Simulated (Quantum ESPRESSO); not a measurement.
Input of a Quantum ESPRESSO 7.5 run:

File scf.in:

```
&CONTROL
  calculation = 'scf'
  prefix = 'pwscf'
  outdir = './tmp'
  pseudo_dir = './pseudo'
/
&SYSTEM
  ibrav = 0
  nat = 2
  ntyp = 2
  ecutwfc = 90
  nbnd = 25
  occupations = 'smearing'
  smearing = 'fd'
  degauss = 0.00367493
  force_symmorphic = .true.
/
&ELECTRONS
  conv_thr = 4d-10
  electron_maxstep = 120
  mixing_beta = 0.5
/
ATOMIC_SPECIES
Ba   137.3270 Ba.upf
Te   127.6000 Te.upf
CELL_PARAMETERS angstrom
   0.0000000000    3.4100000000    3.4100000000
   3.4100000000    0.0000000000    3.4100000000
   3.4100000000    3.4100000000    0.0000000000
ATOMIC_POSITIONS crystal
Ba     0.0000000000    0.0000000000    0.0000000000
Te     0.5000000000    0.5000000000    0.5000000000
K_POINTS automatic
8 8 8 0 0 0
```

The input nscf.in:

```
&CONTROL
  calculation = 'nscf'
  prefix = 'pwscf'
  outdir = './tmp'
  pseudo_dir = './pseudo'
/
&SYSTEM
  ibrav = 0
  nat = 2
  ntyp = 2
  ecutwfc = 90
  nbnd = 137
  occupations = 'fixed'
  force_symmorphic = .true.
/
&ELECTRONS
  conv_thr = 1d-08
  diago_full_acc = .true.
  diago_thr_init = 1d-06
/
ATOMIC_SPECIES
Ba   137.3270 Ba.upf
Te   127.6000 Te.upf
CELL_PARAMETERS angstrom
   0.0000000000    3.4100000000    3.4100000000
   3.4100000000    0.0000000000    3.4100000000
   3.4100000000    3.4100000000    0.0000000000
ATOMIC_POSITIONS crystal
Ba     0.0000000000    0.0000000000    0.0000000000
Te     0.5000000000    0.5000000000    0.5000000000
K_POINTS automatic
4 4 4 0 0 0
```

Potentials or basis: PseudoDojo 0.4 SR PBEsol stringent.

Run with:

```console
$ OMP_NUM_THREADS=1 pw.x -in scf.in > scf.out
$ OMP_NUM_THREADS=1 pw.x -in nscf.in > nscf.out
```

(1) Estimate the band gap on the k mesh, mean-field level.

Answers

(1) 1.28 eV, indirect (least direct gap 1.66 eV).

Caveat: spin-orbit coupling is left out, which moves the levels of the heavy elements.
